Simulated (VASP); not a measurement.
# TePb (Fm-3m) in VASP: further runs

The runs below take TePb through single point, relaxation of cell and atoms, with PBEsol.

All numbers are computed with VASP 6.6.1; they aren't measurements. Logs are shortened: lines on timing, memory, paths and dates and some standing lists are left out, and cuts for length are marked.

**The experiment to reproduce.**

From a printed reference work, monograph, for a bulk crystal of TePb at 4.2 K: band gap 0.19 eV (direct).

The results are compared with them further down.

## 1. The crystal as given

It takes space group Fm-3m (No. 225, cubic). The conventional cell has a = 6.462 Å, b = 6.462 Å, c = 6.462 Å, α = 90.00°, β = 90.00°, γ = 90.00°. Te (site symmetry m-3m) has 6 Pb at 3.23 Å as nearest neighbours. Pb (site symmetry m-3m) has 6 Te at 3.23 Å as nearest neighbours.

## 2. Single point, PBEsol

INCAR

```
ALGO = Normal
EDIFF = 1E-6
ENCUT = 520
GGA = PS
ISIF = 2
ISMEAR = 0
LASPH = True
LCHARG = False
LREAL = False
LWAVE = False
NBANDS = 17
NELM = 60
PREC = Accurate
SIGMA = 0.1
```

KPOINTS

```
k-points
0
Gamma
  6 6 6
```

POSCAR

```
TePb
1.0
    0.0000000000      3.2310000000      3.2310000000
    3.2310000000      0.0000000000      3.2310000000
    3.2310000000      3.2310000000      0.0000000000
Te Pb
1 1
Direct
    0.5000000000      0.5000000000      0.5000000000
    0.0000000000      0.0000000000      0.0000000000
```

Potentials or basis: VASP PAW PBE potentials, release 64 (Te, Pb_d).

Run with:

```sh
$ cat potpaw_PBE.64/Te/POTCAR potpaw_PBE.64/Pb_d/POTCAR > POTCAR
$ mpirun -np 1 vasp_std > vasp.out
```

OUTCAR:

```text
EDIFF = 1E-6
   ENCUT = 520
   GGA = PS
   ISIF = 2
   ISMEAR = 0
   LASPH = True
   LREAL = False
   NELM = 60
   PREC = Accurate

 ion  position               nearest neighbor table
   1  0.500  0.500  0.500-   2 3.23   2 3.23   2 3.23   2 3.23   2 3.23   2 3.23
   2  0.000  0.000  0.000-   1 3.23   1 3.23   1 3.23   1 3.23   1 3.23   1 3.23

  LATTYP: Found a face centered cubic cell.
 ALAT       =     6.4620000000

  Lattice vectors:

 A1 = (   0.0000000000,   3.2310000000,   3.2310000000)
 A2 = (   3.2310000000,   0.0000000000,   3.2310000000)
 A3 = (   3.2310000000,   3.2310000000,   0.0000000000)

Analysis of symmetry for initial positions (statically):
=====================================================================
 Subroutine PRICEL returns:
 Original cell was already a primitive cell.

 Routine SETGRP: Setting up the symmetry group for a
 face centered cubic supercell.

 Subroutine GETGRP returns: Found 48 space group operations
 (whereof 48 operations were pure point group operations)
 out of a pool of 48 trial point group operations.

The static configuration has the point symmetry O_h .

Analysis of symmetry for dynamics (positions and initial velocities):
=====================================================================
 Subroutine PRICEL returns:
 Original cell was already a primitive cell.

 Routine SETGRP: Setting up the symmetry group for a
 face centered cubic supercell.

 Subroutine GETGRP returns: Found 48 space group operations
 (whereof 48 operations were pure point group operations)
 out of a pool of 48 trial point group operations.

The dynamic configuration has the point symmetry O_h .

 Subroutine INISYM returns: Found 48 space group operations
 (whereof 48 operations are pure point group operations),
 and found     1 'primitive' translations

----------------------------------------------------------------------------------------

                                     Primitive cell

  volume of cell :      67.4592

  direct lattice vectors                    reciprocal lattice vectors
     0.000000000  3.231000000  3.231000000    -0.154750851  0.154750851  0.154750851
     3.231000000  0.000000000  3.231000000     0.154750851 -0.154750851  0.154750851
     3.231000000  3.231000000  0.000000000     0.154750851  0.154750851 -0.154750851

  length of vectors
     4.569324020  4.569324020  4.569324020     0.268036337  0.268036337  0.268036337

  position of ions in fractional coordinates (direct lattice)
     0.500000000  0.500000000  0.500000000
     0.000000000  0.000000000  0.000000000

  ion indices of the primitive-cell ions
   primitive index   ion index
                 1           1
                 2           2

----------------------------------------------------------------------------------------

 KPOINTS: k-points

Automatic generation of k-mesh.
 Grid dimensions read from file:
 generate k-points for:    6    6    6

 Generating k-lattice:

  Cartesian coordinates                     Fractional coordinates (reciprocal lattice)
    -0.025791809  0.025791809  0.025791809     0.166666667  0.000000000  0.000000000
     0.025791809 -0.025791809  0.025791809     0.000000000  0.166666667  0.000000000
     0.025791809  0.025791809 -0.025791809     0.000000000  0.000000000  0.166666667

  Length of vectors
     0.044672723  0.044672723  0.044672723

  Shift w.r.t. Gamma in fractional coordinates (k-lattice)
     0.000000000  0.000000000  0.000000000

 Subroutine IBZKPT returns following result:
 ===========================================

 Found     16 irreducible k-points:

 Following reciprocal coordinates:
            Coordinates               Weight
  0.000000  0.000000  0.000000      1.000000
  0.166667  0.000000  0.000000      8.000000
  0.333333  0.000000  0.000000      8.000000
  0.500000  0.000000  0.000000      4.000000
  0.166667  0.166667  0.000000      6.000000
  0.333333  0.166667  0.000000     24.000000
[... 8 lines left out ...]
 -0.333333  0.333333  0.166667     24.000000
 -0.333333  0.500000  0.166667     12.000000
   k-points           NKPTS =     16   k-points in BZ     NKDIM =     16   number of bands    NBANDS=     17
   number of dos      NEDOS =    301   number of ions     NIONS =      2
   total plane-waves  NPLWV =  46656
   dimension x,y,z NGX =    36 NGY =   36 NGZ =   36
   dimension x,y,z NGXF=    72 NGYF=   72 NGZF=   72
   ions per type =               1   1
   NGX,Y,Z   is equivalent  to a cutoff of  13.10, 13.10, 13.10 a.u.
   NGXF,Y,Z  is equivalent  to a cutoff of  26.20, 26.20, 26.20 a.u.
 SYSTEM =  unknown system
   PREC   = accura    normal or accurate (medium, high low for compatibility)
   ISTART =      0    job   : 0-new  1-cont  2-samecut
   ICHARG =      2    charge: 1-file 2-atom 10-const
   ISPIN  =      1    spin polarized calculation?
   LNONCOLLINEAR =      F non collinear calculations
   LSORBIT =      F    spin-orbit coupling
   LASPH  =      T    aspherical Exc in radial PAW
   ENCUT  =  520.0 eV  38.22 Ry    6.18 a.u.   8.50  8.50  8.50*2*pi/ulx,y,z
   NELM   =     60;   NELMIN=  2; NELMDL= -5     # of ELM steps
   EDIFF  = 0.1E-05   stopping-criterion for ELM
   LREAL  =      F    real-space projection
   EDIFFG = 0.1E-04   stopping-criterion for IOM
   NSW    =      0    number of steps for IOM
   IBRION =     -1    ionic relax: 0-MD 1-quasi-New 2-CG
   NFREE  =      0    steps in history (QN), initial steepest desc. (CG)
   ISIF   =      2    stress and relaxation
   ISYM   =      2    0-nonsym 1-usesym 2-fastsym
   POTIM  = 0.5000    time-step for ionic-motion
   TEBEG  =    0.0;   TEEND  =   0.0 temperature during run
   PSTRESS=    0.0 pullay stress
   NELECT =      20.0000    total number of electrons
   NUPDOWN=      -1.0000    fix difference up-down
   EMIN   =  10.00;   EMAX   =-10.00  energy-range for DOS
   EFERMI =   0.00;   METHOD = LEGACY
   ISMEAR =     0;   SIGMA  =   0.10  broadening in eV -4-tet -1-fermi 0-gaus
   EFERMI_NEDOS =   21; number of points for ismear=-14 and -15
   IALGO  =     38    algorithm
   IMIX   =      4    mixing-type and parameters
     AMIX     =   0.40;   BMIX     =  1.00
     AMIX_MAG =   1.60;   BMIX_MAG =  1.00
  volume/ion in A,a.u.               =      33.73       227.62
  Fermi-wavevector in a.u.,A,eV,Ry     =   1.091619  2.062861 16.213147  1.191633
  Thomas-Fermi vector in A             =   2.227868
   LORBIT       =      0    0 simple, 1 ext, 2 COOP (PROOUT), +10 PAW based schemes
   GGA     = PS    functional components
   LHFCALC =     F    Hartree Fock is set to
   AEXX    =    0.0000 exact exchange contribution
   IVDW    =     0    specifies the selected vdW correction
   LEPSILON=     F    determine dielectric tensor
   LRPA    =     F    only Hartree local field effects (RPA)
 non-spin polarized calculation
 Gauss-broadening in eV      SIGMA  =   0.10
  energy-cutoff  :      520.00
  volume of cell :       67.46
 maximum number of plane-waves:      1853
 NGX is ok and might be reduce to    36
   NGX = 17   NGY = 17   NGZ = 17

 number of electron      20.0000003 magnetization

 Free energy of the ion-electron system (eV)
  ---------------------------------------------------
  ext. energy  EPLUGINS =         0.00000000
  ---------------------------------------------------
  free energy    TOTEN  =        -8.25943960 eV

  energy without entropy =       -8.25943957  energy(sigma->0) =       -8.25943958

 E-fermi :   5.7927     XC(G=0):  -9.4708

 val. band max:        5.4583702704   @ k =   0.5000   0.0000   0.0000
 cond. band min:       6.1269276603   @ k =   0.5000   0.0000   0.0000
 fundamental gap:      0.6685573899
 Fermi energy:         5.7926590794

 k-point     1 :       0.0000    0.0000    0.0000
  band No.  band energies     occupation
      1     -11.1697      2.00000
      2     -11.1697      2.00000
      3     -11.1588      2.00000
      4     -11.1588      2.00000
      5     -11.1588      2.00000
      6      -6.5739      2.00000
[... 9 lines left out ...]
     16      11.2176      0.00000
     17      12.6939      0.00000

 k-point     2 :       0.1667    0.0000    0.0000
  band No.  band energies     occupation
      1     -11.1730      2.00000
      2     -11.1730      2.00000
      3     -11.1580      2.00000
      4     -11.1548      2.00000
      5     -11.1548      2.00000
      6      -6.3368      2.00000
[... 9 lines left out ...]
     16      11.7274      0.00000
     17      14.3600      0.00000

 k-point     3 :       0.3333    0.0000    0.0000
  band No.  band energies     occupation
      1     -11.1808      2.00000
      2     -11.1808      2.00000
      3     -11.1570      2.00000
      4     -11.1458      2.00000
      5     -11.1458      2.00000
      6      -5.6891      2.00000
[... 9 lines left out ...]
     16      13.0929      0.00000
     17      16.3763      0.00000

 k-point     4 :       0.5000    0.0000    0.0000
  band No.  band energies     occupation
      1     -11.1848      2.00000
      2     -11.1848      2.00000
      3     -11.1564      2.00000
      4     -11.1410      2.00000
      5     -11.1410      2.00000
      6      -5.1331      2.00000
[... 9 lines left out ...]
     16      14.6990      0.00000
     17      14.6990      0.00000
[... 183 lines left out ...]
      1     -11.2037      2.00000
      2     -11.1714      2.00000
      3     -11.1586      2.00000
      4     -11.1431      2.00000
      5     -11.1394      2.00000
      6      -5.2181      2.00000
[... 9 lines left out ...]
     16      14.4884      0.00000
     17      14.9867      0.00000

 k-point    15 :      -0.3333    0.3333    0.1667
  band No.  band energies     occupation
      1     -11.2071      2.00000
      2     -11.1743      2.00000
      3     -11.1515      2.00000
      4     -11.1490      2.00000
      5     -11.1356      2.00000
      6      -4.8348      2.00000
[... 9 lines left out ...]
     16      15.7061      0.00000
     17      15.8472      0.00000

 k-point    16 :      -0.3333    0.5000    0.1667
  band No.  band energies     occupation
      1     -11.2204      2.00000
      2     -11.1671      2.00000
      3     -11.1602      2.00000
      4     -11.1418      2.00000
      5     -11.1321      2.00000
      6      -4.7678      2.00000
[... 9 lines left out ...]
     16      16.1704      0.00000
     17      16.9717      0.00000

------------------------ aborting loop because EDIFF is reached ----------------------------------------

  FORCE on cell =-STRESS in cart. coord.  units (eV):
  Direction    XX          YY          ZZ          XY          YZ          ZX
  --------------------------------------------------------------------------------------
  -------------------------------------------------------------------------------------
  Total       -0.1774961     -0.1774961     -0.1774961      0.0000000     -0.0000000      0.0000000
  in kB       -4.2155914     -4.2155914     -4.2155914      0.0000000     -0.0000000      0.0000000
  external PRESSURE =      -4.2155914 kB  Pullay stress =       0.0000000 kB

 VOLUME and BASIS-vectors are now :
 -----------------------------------------------------------------------------
  energy-cutoff  :      520.00
  volume of cell :       67.46
      direct lattice vectors                 reciprocal lattice vectors
     0.000000000  3.231000000  3.231000000    -0.154750851  0.154750851  0.154750851
     3.231000000  0.000000000  3.231000000     0.154750851 -0.154750851  0.154750851
     3.231000000  3.231000000  0.000000000     0.154750851  0.154750851 -0.154750851

 POSITION                                       TOTAL-FORCE (eV/Angst)
 -----------------------------------------------------------------------------------
      3.23100      3.23100      3.23100        -0.000000      0.000000      0.000000
      0.00000      0.00000      0.00000         0.000000     -0.000000     -0.000000
 -----------------------------------------------------------------------------------
    total drift:                               -0.000000      0.000000      0.000000

  FREE ENERGIE OF THE ION-ELECTRON SYSTEM (eV)
  ---------------------------------------------------
  free  energy   TOTEN  =        -8.2594395971 eV

  energy  without entropy=       -8.2594395678  energy(sigma->0) =       -8.25943958
```

Wall time 12 s (1 thread of AMD EPYC 9R45 (Zen 5), shared host); peak memory 0.17 GiB.

Results:

| Item | Value |
| --- | --- |
| Free energy | -8.2594 eV |
| Pressure | -0.4 GPa |
| Band gap on the k mesh | 0.67 eV, direct |

Caveat: the PAW data sets were made with another functional, which shifts forces and pressure a little; spin-orbit coupling is left out, which as a rule narrows the gap of such compounds by several tenths of an eV.

## 3. Single point, PBEsol (cell and atoms relaxed tightly for response)

INCAR

```
  PREC = Accurate
  ENCUT = 520
  EDIFF = 1E-7
  ISMEAR = 0
  SIGMA = 0.01
  LREAL = F
  LASPH = T
  NELM = 80
  ALGO = Fast
  ISIF = 2
  LWAVE = F
  LCHARG = F
  GGA = PS
  NBANDS = 17
```

KPOINTS

```
regular mesh
0
Gamma
  8 8 8
```

POSCAR

```
TePb
1.0
    0.0000000000      3.2215664007      3.2215664007
    3.2215664007      0.0000000000      3.2215664007
    3.2215664007      3.2215664007      0.0000000000
Te Pb
1 1
Direct
    0.5000000000      0.5000000000      0.5000000000
    0.0000000000      0.0000000000      0.0000000000
```

Potentials or basis: VASP PAW PBE potentials, release 64 (Te, Pb_d).

Run with:

```sh
$ cat potpaw_PBE.64/Te/POTCAR potpaw_PBE.64/Pb_d/POTCAR > POTCAR
$ mpirun -np 1 vasp_std > vasp.out
```

Wall time 24 s (1 thread of AMD EPYC 9R45 (Zen 5), shared host); peak memory 0.19 GiB.

The run converged. Its results:

```
Free energy            : -8.2591 eV
Pressure               : 0.0 GPa
Band gap on the k mesh : 0.65 eV, direct
```

Levels at points of the mesh, in eV from the valence-band top:
```
           k point  band 8  band 9  band 10  band 11  band 12  band 13
(0.00, 0.00, 0.00)   -1.37   -1.37    -1.37     4.07     4.07     4.07
(0.50, 0.00, 0.00)   -0.90   -0.90     0.00     0.65     1.22     1.22
(0.50, 0.50, 0.00)   -4.59   -2.86    -2.86     3.17     5.49     5.49
```

Caveat: the PAW data sets were made with another functional, which shifts forces and pressure a little; spin-orbit coupling is left out, which as a rule narrows the gap of such compounds by several tenths of an eV.

## 4. Relaxation of cell and atoms, PBEsol (cell and atoms relaxed tightly for response)

INCAR

```
SYSTEM = TePb
PREC = Accurate
ENCUT = 600
EDIFF = 1E-6
ISMEAR = 0
SIGMA = 0.01
LREAL = .FALSE.
LASPH = .TRUE.
NELM = 80
ALGO = Normal
ISIF = 3
LWAVE = .FALSE.
LCHARG = .FALSE.
GGA = PS
IBRION = 2
NSW = 80
EDIFFG = -0.001
```

KPOINTS

```
regular mesh
0
G
  8 8 8
  0 0 0
```

POSCAR is that of step 3.

Run with:

```sh
$ cat potpaw_PBE.64/Te/POTCAR potpaw_PBE.64/Pb_d/POTCAR > POTCAR
$ mpirun -np 1 vasp_std > vasp.out
```

It took 16 s on 1 thread of AMD EPYC 9R45 (Zen 5), shared host; peak memory 0.19 GiB.

Results (log left out):

- Free energy: -8.2592 eV
- Pressure after relaxing: 0.0 GPa
- Band gap on the k mesh: 0.65 eV, direct

Final structure:
```
Te Pb
1.0
     0.00000    3.22157    3.22157
     3.22157    0.00000    3.22157
     3.22157    3.22157    0.00000
Te Pb
1 1
Direct
  0.50000 0.50000 0.50000
  0.00000 0.00000 0.00000
```

Levels at points of the mesh, in eV from the valence-band top:
| k point | band 7 | band 8 | band 9 | band 10 | band 11 | band 12 | band 13 | band 14 |
| --- | --- | --- | --- | --- | --- | --- | --- | --- |
| (0.00, 0.00, 0.00) | -5.59 | -1.37 | -1.37 | -1.37 | 4.07 | 4.07 | 4.07 | 5.74 |
| (0.50, 0.00, 0.00) | -8.65 | -0.90 | -0.90 | 0.00 | 0.65 | 1.22 | 1.22 | 8.30 |
| (0.50, 0.50, 0.00) | -7.32 | -4.59 | -2.86 | -2.86 | 3.17 | 5.49 | 5.49 | 6.73 |

Caveat: the relaxation stopped at its first step, so nothing moved; the PAW data sets were made with another functional, which shifts forces and pressure a little; spin-orbit coupling is left out, which as a rule narrows the gap of such compounds by several tenths of an eV.

## 5. The runs side by side

| task | cell | k mesh | cutoff (eV) | smearing | gap on the mesh (eV) | pressure (GPa) |
| --- | --- | --- | --- | --- | --- | --- |
| single point | as given | 6 × 6 × 6 | 520 | gaussian 0.1 eV | 0.67 | -0.4 |
| single point | cell and atoms relaxed tightly for response | 8 × 8 × 8 | 520 | gaussian 0.01 eV | 0.65 | 0.0 |
| relaxation of cell and atoms | relaxed from: cell and atoms relaxed tightly for response | 8 × 8 × 8 | 600 | gaussian 0.01 eV | 0.65 | 0.0 |

Alike in all rows: level PBEsol; potentials or basis VASP PAW PBE potentials, release 64 (Te, Pb_d); no spin polarisation.

Caveats: the PAW data sets were made with another functional, which shifts forces and pressure a little; spin-orbit coupling is left out, which as a rule narrows the gap of such compounds by several tenths of an eV; the relaxation stopped at its first step, so nothing moved (some runs).

Absolute energies hang on the potentials; compare differences alone.

## 6. How close it comes

Step 2. Against the measured gap of TePb, 0.19 eV (direct; 4.2 K; a printed reference work, monograph), the calculated 0.67 eV is off by +0.48 eV. Spin-orbit coupling on Pb, Te is left out. The value is that of PBEsol on a finite k mesh, which can miss the band edges, without temperature or zero-point motion.
